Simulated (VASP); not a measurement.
# Al7GaN8 (P3m1) in VASP: further runs

The runs below take Al7GaN8 through relaxation of cell and atoms, with PBEsol.

Program: VASP 6.6.1. These are calculated values, not measurements. Logs are shortened: lines on timing, memory, paths and dates and some standing lists are left out, and cuts for length are marked.

**1. The structure**

It takes space group P3m1 (No. 156, trigonal). Conventional cell: a = 6.247 Å, b = 6.247 Å, c = 4.998 Å, α = 90.00°, β = 90.00°, γ = 120.00°. Ga (site symmetry 3m) has 4 N at 1.90 Å as nearest neighbours. Around Al (site symmetry m) lie 4 N at 1.90 Å. Around Al (site symmetry m) lie 4 N at 1.90 Å. Al (site symmetry 3m) is surrounded by 4 N at 1.90 Å. N (site symmetry 3m) has 1 Ga at 1.90 Å and 3 Al at 1.90 Å as nearest neighbours. Around N (site symmetry m) lie 4 Al at 1.90 Å. Around N (site symmetry m) lie 3 Al at 1.90 Å and 1 Ga at 1.90 Å. N (site symmetry 3m) is surrounded by 4 Al at 1.90 Å.

The cell was built by a generator and needn't be a form met in nature.

**2. Relaxation of cell and atoms, PBEsol**

File INCAR:

```
SYSTEM = Al7GaN8
PREC = Accurate ; ENCUT = 600
EDIFF = 1E-6 ; ISMEAR = 0
SIGMA = 0.03 ; LREAL = .FALSE.
LASPH = .TRUE. ; NELM = 80
ALGO = Normal ; ISIF = 3
LWAVE = .FALSE. ; LCHARG = .FALSE.
GGA = PS ; IBRION = 2
NSW = 90 ; EDIFFG = -0.01
KPAR = 4
```

File KPOINTS:

```
Automatic mesh
0
G
  6 6 5
  0 0 0
```

File POSCAR:

```
Al7GaN8
1.0
    0.0000000000      0.0000000000     -4.9976256400
    3.1233906100      5.4098712300      0.0000000000
    3.1233906100     -5.4098712300      0.0000000000
Ga Al N
1 7 8
Direct
    0.0000000000      0.1666666700      0.3333333300
    0.0000000000      0.1666666700      0.8333333300
    0.0000000000      0.6666666700      0.3333333300
    0.0000000000      0.6666666700      0.8333333300
    0.5000000000      0.3333333300      0.6666666700
    0.5000000000      0.3333333300      0.1666666700
    0.5000000000      0.8333333300      0.6666666700
    0.5000000000      0.8333333300      0.1666666700
    0.6200000000      0.1666666700      0.3333333300
    0.6200000000      0.1666666700      0.8333333300
    0.6200000000      0.6666666700      0.3333333300
    0.6200000000      0.6666666700      0.8333333300
    0.1200000000      0.3333333300      0.6666666700
    0.1200000000      0.3333333300      0.1666666700
    0.1200000000      0.8333333300      0.6666666700
    0.1200000000      0.8333333300      0.1666666700
```

Potentials or basis: VASP PAW PBE potentials, release 64 (Ga_d, Al, N).

Launch:

```
$ cat potpaw_PBE.64/Ga_d/POTCAR potpaw_PBE.64/Al/POTCAR potpaw_PBE.64/N/POTCAR > POTCAR
$ mpirun -np 4 vasp_std > vasp.out
```

OUTCAR:

```text
SYSTEM = Al7GaN8
   PREC = Accurate
   ENCUT = 600
   EDIFF = 1E-6
   ISMEAR = 0
   LREAL = .FALSE.
   LASPH = .TRUE.
   NELM = 80
   ISIF = 3
   GGA = PS
   IBRION = 2
   NSW = 90
   EDIFFG = -0.01

 ion  position               nearest neighbor table
   1  0.000  0.167  0.333-   9 1.90  14 1.90  13 1.90  16 1.90   6 3.08   6 3.08   8 3.08   5 3.08
                             5 3.08   8 3.08   4 3.12   4 3.12   2 3.12   3 3.12   2 3.12   3 3.12
   2  0.000  0.167  0.833-  10 1.90  13 1.90  14 1.90  15 1.90   5 3.08   5 3.08   7 3.08   6 3.08
                             6 3.08   7 3.08   3 3.12   3 3.12   4 3.12   1 3.12   1 3.12   4 3.12
   3  0.000  0.667  0.333-  11 1.90  16 1.90  15 1.90  14 1.90   8 3.08   8 3.08   6 3.08   6 3.08
                             7 3.08   7 3.08   2 3.12   2 3.12   4 3.12   1 3.12   4 3.12   1 3.12
   4  0.000  0.667  0.833-  12 1.90  15 1.90  13 1.90  16 1.90   7 3.08   7 3.08   8 3.08   5 3.08
                             5 3.08   8 3.08   1 3.12   1 3.12   3 3.12   2 3.12   3 3.12   2 3.12
   5  0.500  0.333  0.667-  13 1.90  10 1.90  12 1.90   9 1.90   2 3.08   2 3.08   4 3.08   1 3.08
                             1 3.08   4 3.08   8 3.12   8 3.12   7 3.12   6 3.12   6 3.12   7 3.12
   6  0.500  0.333  0.167-  14 1.90   9 1.90  11 1.90  10 1.90   1 3.08   1 3.08   3 3.08   2 3.08
                             2 3.08   3 3.08   7 3.12   7 3.12   5 3.12   8 3.12   5 3.12   8 3.12
   7  0.500  0.833  0.667-  15 1.90  12 1.90  10 1.90  11 1.90   4 3.08   4 3.08   2 3.08   2 3.08
                             3 3.08   3 3.08   6 3.12   6 3.12   5 3.12   8 3.12   8 3.12   5 3.12
   8  0.500  0.833  0.167-  16 1.90  11 1.90  12 1.90   9 1.90   3 3.08   3 3.08   4 3.08   1 3.08
                             1 3.08   4 3.08   5 3.12   5 3.12   6 3.12   7 3.12   7 3.12   6 3.12
   9  0.620  0.167  0.333-   1 1.90   6 1.90   5 1.90   8 1.90
  10  0.620  0.167  0.833-   2 1.90   5 1.90   6 1.90   7 1.90
  11  0.620  0.667  0.333-   3 1.90   8 1.90   7 1.90   6 1.90
  12  0.620  0.667  0.833-   4 1.90   7 1.90   5 1.90   8 1.90
  13  0.120  0.333  0.667-   5 1.90   2 1.90   4 1.90   1 1.90
  14  0.120  0.333  0.167-   6 1.90   1 1.90   3 1.90   2 1.90
  15  0.120  0.833  0.667-   7 1.90   4 1.90   2 1.90   3 1.90
  16  0.120  0.833  0.167-   8 1.90   3 1.90   4 1.90   1 1.90

  LATTYP: Found a hexagonal cell.
 ALAT       =     6.2467812214
 C/A-ratio  =     0.8000321226

  Lattice vectors:

 A1 = (   3.1233906100,   5.4098712300,   0.0000000000)
 A2 = (   3.1233906100,  -5.4098712300,   0.0000000000)
 A3 = (   0.0000000000,   0.0000000000,  -4.9976256400)

Analysis of symmetry for initial positions (statically):
=====================================================================
 Subroutine PRICEL returns:
 Original cell was already a primitive cell.

 Routine SETGRP: Setting up the symmetry group for a
 hexagonal supercell.

 Subroutine GETGRP returns: Found  6 space group operations
 (whereof  2 operations were pure point group operations)
 out of a pool of 24 trial point group operations.

[... 194 lines left out ...]
   IVDW    =     0    specifies the selected vdW correction
   LEPSILON=     F    determine dielectric tensor
   LRPA    =     F    only Hartree local field effects (RPA)
 conjugate gradient relaxation of ions
 non-spin polarized calculation
 Gauss-broadening in eV      SIGMA  =   0.03
  energy-cutoff  :      600.00
  volume of cell :      168.89
 maximum number of plane-waves:      5708
   NGX = 19   NGY = 25   NGZ = 25

--------------------------------------- Ionic step        1  -------------------------------------------

 number of electron      73.9999988 magnetization

 Free energy of the ion-electron system (eV)
  ---------------------------------------------------
  ext. energy  EPLUGINS =         0.00000000
  ---------------------------------------------------
  free energy    TOTEN  =      -122.61664245 eV

  energy without entropy =     -122.61664245  energy(sigma->0) =     -122.61664245

------------------------ aborting loop because EDIFF is reached ----------------------------------------

  FORCE on cell =-STRESS in cart. coord.  units (eV):
  Direction    XX          YY          ZZ          XY          YZ          ZX
  --------------------------------------------------------------------------------------
  -------------------------------------------------------------------------------------
  Total       -0.3875572     -0.3875572      1.9062030      0.0000000     -0.0000000      0.0000000
  in kB       -3.6765409     -3.6765409     18.0830956      0.0000000     -0.0000000      0.0000000
  external PRESSURE =       3.5766713 kB  Pullay stress =       0.0000000 kB
[... 131 lines left out ...]
  FREE ENERGIE OF THE ION-ELECTRON SYSTEM (eV)
  ---------------------------------------------------
  free  energy   TOTEN  =      -122.6965232554 eV

  energy  without entropy=     -122.6965232554  energy(sigma->0) =     -122.69652326

[... ionic steps 4 to 7 ...]

--------------------------------------- Ionic step        8  -------------------------------------------

 number of electron      73.9999991 magnetization

------------------------ aborting loop because EDIFF is reached ----------------------------------------
[... 95 lines left out ...]
--------------------------------------- Ionic step       10  -------------------------------------------

 number of electron      73.9999991 magnetization

 Free energy of the ion-electron system (eV)
  ---------------------------------------------------
  ext. energy  EPLUGINS =         0.00000000
  ---------------------------------------------------
  free energy    TOTEN  =      -122.70301195 eV

  energy without entropy =     -122.70301195  energy(sigma->0) =     -122.70301195

 E-fermi :   6.0700     XC(G=0): -11.2158

 val. band max:        5.9136307702   @ k =   0.0000   0.0000   0.0000
 cond. band min:       9.7071969042   @ k =   0.0000   0.0000   0.0000
 fundamental gap:      3.7935661340
 Fermi energy:         6.0700013154

 k-point     1 :       0.0000    0.0000    0.0000
  band No.  band energies     occupation
      1      -9.3336      2.00000
      2      -7.8449      2.00000
      3      -7.8412      2.00000
      4      -7.8412      2.00000
      5      -7.3354      2.00000
      6      -6.9113      2.00000
[... 1165 lines left out ...]
     45      12.4463      0.00000
     46      14.2028      0.00000

 [... further k-points ...]
[... 5 lines left out ...]
  --------------------------------------------------------------------------------------
  -------------------------------------------------------------------------------------
  Total        0.0247061      0.0247061      0.0352411      0.0000000      0.0000000      0.0000000
  in kB        0.2341387      0.2341387      0.3339781      0.0000000      0.0000000      0.0000000
  external PRESSURE =       0.2674185 kB  Pullay stress =       0.0000000 kB
[... 31 lines left out ...]
  FREE ENERGIE OF THE ION-ELECTRON SYSTEM (eV)
  ---------------------------------------------------
  free  energy   TOTEN  =      -122.7030119470 eV

  energy  without entropy=     -122.7030119470  energy(sigma->0) =     -122.70301195

 reached required accuracy - stopping structural energy minimisation
```

OSZICAR:

```text
N       E                     dE             d eps       ncg     rms          rms(c)
DAV:   1     0.688291315169E+03    0.68829E+03   -0.35776E+04  8766   0.196E+03
DAV:   2    -0.213131082261E+02   -0.70960E+03   -0.67461E+03 10164   0.515E+02
DAV:   3    -0.134125347304E+03   -0.11281E+03   -0.11085E+03  9680   0.173E+02
[... 73 lines left out ...]
       N       E                     dE             d eps       ncg     rms          rms(c)
DAV:   1    -0.122703018523E+03   -0.38884E-04   -0.75696E-03  9780   0.551E-01    0.348E-02
DAV:   2    -0.122703015292E+03    0.32316E-05   -0.26012E-04 12824   0.153E-01    0.137E-02
DAV:   3    -0.122703012280E+03    0.30114E-05   -0.13401E-05 13936   0.459E-02    0.630E-03
DAV:   4    -0.122703011947E+03    0.33328E-06   -0.44503E-06  8824   0.148E-02
  10 F= -.12270301E+03 E0= -.12270301E+03  d E =-.329909E-04
```

CONTCAR:

```text
Al7GaN8
   1.00000000000000
     0.0000000000000000   -0.0000000000000000   -5.0130605769166694
     3.1201409552795392    5.4042426629121243    0.0000000000000000
     3.1201409552795392   -5.4042426629121243   -0.0000000000000000
  Ga              Al              N
     1     7     8
Direct
     0.9994106407539272    0.1666666699999979    0.3333333300000021
     0.0003908663304672    0.1661108170182258    0.8330554035091160
     0.0003908663304672    0.6669445964908840    0.3338891829817742
     0.0003908663304672    0.6669445964908840    0.8330554035091160
     0.5007034245040940    0.3341325820116641    0.6682651740233220
     0.5007034245040940    0.3341325820116642    0.1658674179883359
[... 8 lines left out ...]
     0.1198736717065364    0.8333333300000021    0.6666666699999979
     0.1218900235745255    0.8264069700172592    0.1632034900086261

  0.00000000E+00  0.00000000E+00  0.00000000E+00
  0.00000000E+00  0.00000000E+00  0.00000000E+00
  0.00000000E+00  0.00000000E+00  0.00000000E+00
  0.00000000E+00  0.00000000E+00  0.00000000E+00
  0.00000000E+00  0.00000000E+00  0.00000000E+00
  0.00000000E+00  0.00000000E+00  0.00000000E+00
[... 8 lines left out ...]
  0.00000000E+00  0.00000000E+00  0.00000000E+00
  0.00000000E+00  0.00000000E+00  0.00000000E+00
```

Wall time 25 min (4 MPI ranks of Intel Xeon Platinum 8488C (Sapphire Rapids), shared host); peak memory 0.82 GiB.

What came out:

```yaml
Free_energy: -122.7030 eV
Relaxed_volume: 10.57 Å³/atom
Relaxed_cell: a = 5.013 Å, b = 6.240 Å, c = 6.240 Å, α = 120.00°, β = 90.00°, γ = 90.00°
Space_group_after_relaxing_to_0.05_Å: P3m1 (No. 156)
Energy_gained_by_relaxing: 5.4 meV/atom
Ionic_steps: 10
Pressure_after_relaxing: 0.0 GPa
Largest_force_after_relaxing: 0.009 eV/Å
Band_gap_on_the_k_mesh: 3.79 eV, direct
```

Forces on the atoms (eV/Å):
```
Ga   0.000  0.000  0.003
Al   0.002  0.001  0.000
Al  -0.002  0.001  0.000
Al   0.000 -0.002  0.000
Al   0.001 -0.001  0.002
Al   0.000  0.002  0.002
Al   0.000  0.000 -0.009
Al  -0.001 -0.001  0.002
N    0.000  0.000  0.000
N    0.003  0.002  0.000
N   -0.003  0.002  0.000
N    0.000 -0.003  0.000
N   -0.002  0.001  0.001
N    0.000 -0.002  0.001
N    0.000  0.000 -0.001
N    0.002  0.001  0.001
```

The path:
```
step  energy change (eV)  largest force (eV/Å)  pressure (GPa)  volume (Å³)
   1              0.0000                1.1073            0.36       168.89
   2             -0.0743                0.2865           -0.42       169.47
   3             -0.0799                0.2159           -0.29       169.34
   4             -0.0854                0.0745            0.17       168.94
   5             -0.0858                0.0478            0.05       169.03
   6             -0.0862                0.0371            0.01       169.07
   7             -0.0862                0.0368            0.02       169.07
   8             -0.0863                0.0171           -0.03       169.10
   9             -0.0863                0.0171           -0.04       169.11
  10             -0.0864                0.0091            0.03       169.06
```

Final structure:
```
Ga Al N
1.0
     0.00000    0.00000   -5.01306
     3.12014    5.40424    0.00000
     3.12014   -5.40424    0.00000
Ga Al N
1 7 8
Direct
  0.99941 0.16667 0.33333
  0.00039 0.16611 0.83306
  0.00039 0.66694 0.33389
  0.00039 0.66694 0.83306
  0.50070 0.33413 0.66827
  0.50070 0.33413 0.16587
  0.50080 0.83333 0.66667
  0.50070 0.83173 0.16587
  0.60924 0.16667 0.33333
  0.62058 0.16620 0.83310
  0.62058 0.66690 0.33380
  0.62058 0.66690 0.83310
  0.12189 0.33680 0.67359
  0.12189 0.33680 0.16320
  0.11987 0.83333 0.66667
  0.12189 0.82641 0.16320
```

Caveat: the PAW data sets were made with another functional, which shifts forces and pressure a little; an odd mesh through Γ misses points on the zone boundary, where band edges often lie. PBEsol gaps usually lie below the measured ones, often by a third to a half.

**3. Relaxation of cell and atoms, PBEsol**

File INCAR:

```
SYSTEM = Al7GaN8
PREC = Accurate ; ENCUT = 600
EDIFF = 1E-7 ; ISMEAR = 0
SIGMA = 0.03 ; LREAL = .FALSE.
LASPH = .TRUE. ; NELM = 80
ALGO = Normal ; ISIF = 3
LWAVE = .FALSE. ; LCHARG = .FALSE.
GGA = PS ; IBRION = 2
NSW = 90 ; EDIFFG = -0.005
KPAR = 4
```

KPOINTS is that of step 2.

File POSCAR:

```
Al7GaN8                                 
1.0
    0.0000000000     -0.0000000000     -5.0130605769
    3.1201409553      5.4042426629      0.0000000000
    3.1201409553     -5.4042426629     -0.0000000000
  Ga              Al              N             
     1     7     8
Direct
     0.9994106407539272    0.1666666699999979    0.3333333300000021
     0.0003908663304672    0.1661108170182258    0.8330554035091160
     0.0003908663304672    0.6669445964908840    0.3338891829817742
     0.0003908663304672    0.6669445964908840    0.8330554035091160
     0.5007034245040940    0.3341325820116641    0.6682651740233220
     0.5007034245040940    0.3341325820116642    0.1658674179883359
     0.5007962221632613    0.8333333300000021    0.6666666699999979
     0.5007034245040940    0.8317348259766780    0.1658674179883359
     0.6092358605744914    0.1666666699999979    0.3333333300000021
     0.6205768871915012    0.1661956456331811    0.8330978178165938
     0.6205768871915012    0.6669021821834062    0.3338043543668190
     0.6205768871915012    0.6669021821834062    0.8330978178165938
     0.1218900235745255    0.3367965099913738    0.6735930299827408
     0.1218900235745255    0.3367965099913732    0.1632034900086268
     0.1198736717065364    0.8333333300000021    0.6666666699999979
     0.1218900235745255    0.8264069700172592    0.1632034900086261
```

Potentials or basis: VASP PAW PBE potentials, release 64 (Ga_d, Al, N).

Launch:

```
$ cat potpaw_PBE.64/Ga_d/POTCAR potpaw_PBE.64/Al/POTCAR potpaw_PBE.64/N/POTCAR > POTCAR
$ mpirun -np 4 vasp_std > vasp.out
```

It took 7.2 min on 4 MPI ranks of Intel Xeon Platinum 8488C (Sapphire Rapids), shared host; peak memory 0.81 GiB.

The run converged. Its results:

```
Free energy                            : -122.7032 eV
Relaxed volume                         : 10.57 Å³/atom
Relaxed cell                           : a = 5.013 Å, b = 6.241 Å, c = 6.241 Å, α = 120.00°, β = 90.00°, γ = 90.00°
Space group after relaxing (to 0.05 Å) : P3m1 (No. 156)
Energy gained by relaxing              : 0.0 meV/atom
Ionic steps                            : 2
Pressure after relaxing                : 0.0 GPa
Band gap on the k mesh                 : 3.79 eV, direct
```

Forces on the atoms (eV/Å):
```
Ga   0.000  0.000  0.002
Al   0.000  0.000 -0.001
Al   0.000  0.000 -0.001
Al   0.000  0.000 -0.001
Al  -0.001  0.001  0.001
Al   0.000 -0.001  0.001
Al   0.000  0.000 -0.002
Al   0.001  0.001  0.001
N    0.000  0.000  0.002
N    0.001  0.000 -0.001
N   -0.001  0.000 -0.001
N    0.000 -0.001 -0.001
N    0.000  0.000  0.001
N    0.000  0.000  0.001
N    0.000  0.000 -0.002
N    0.000  0.000  0.001
```

Final structure:
```
Ga Al N
1.0
     0.00000    0.00000   -5.01338
     3.12034    5.40459    0.00000
     3.12034   -5.40459    0.00000
Ga Al N
1 7 8
Cartesian
  1.5602 -0.9008 -5.0103
  3.1178 -3.6045 -0.0019
  3.1229 1.8001 -0.0019
  4.6805 -0.8979 -0.0019
  3.1279 -1.8059 -2.5101
  1.5602 0.9095 -2.5101
  4.6805 0.9008 -2.5111
  3.1128 3.5987 -2.5101
  1.5602 -0.9008 -3.0543
  3.1183 -3.6043 -3.1112
  3.1224 1.8003 -3.1112
  4.6805 -0.8984 -3.1112
  3.1527 -1.8202 -0.6111
  1.5602 0.9381 -0.6111
  4.6805 0.9008 -0.6010
  3.0880 3.5844 -0.6111
```

Levels at points of the mesh, in eV from the valence-band top:
| k point | band 33 | band 34 | band 35 | band 36 | band 37 | band 38 | band 39 | band 40 | band 41 | band 42 |
| --- | --- | --- | --- | --- | --- | --- | --- | --- | --- | --- |
| (0.00, 0.00, 0.00) | -0.67 | -0.67 | -0.13 | -0.13 | 0.00 | 3.79 | 5.29 | 5.63 | 5.63 | 5.74 |
| (0.50, 0.00, 0.00) | -1.19 | -0.60 | -0.60 | -0.41 | -0.41 | 4.79 | 5.13 | 5.13 | 5.17 | 5.17 |
| (0.00, 0.50, 0.00) | -1.45 | -0.50 | -0.47 | -0.42 | -0.31 | 5.52 | 5.61 | 5.83 | 5.94 | 7.07 |
| (0.50, 0.50, 0.00) | -1.07 | -1.07 | -1.02 | -0.90 | -0.89 | 5.97 | 6.25 | 6.34 | 6.39 | 6.47 |

Caveat: the PAW data sets were made with another functional, which shifts forces and pressure a little; an odd mesh through Γ misses points on the zone boundary, where band edges often lie. Expect the measured gap to be larger: semilocal functionals such as PBEsol lack the derivative discontinuity.
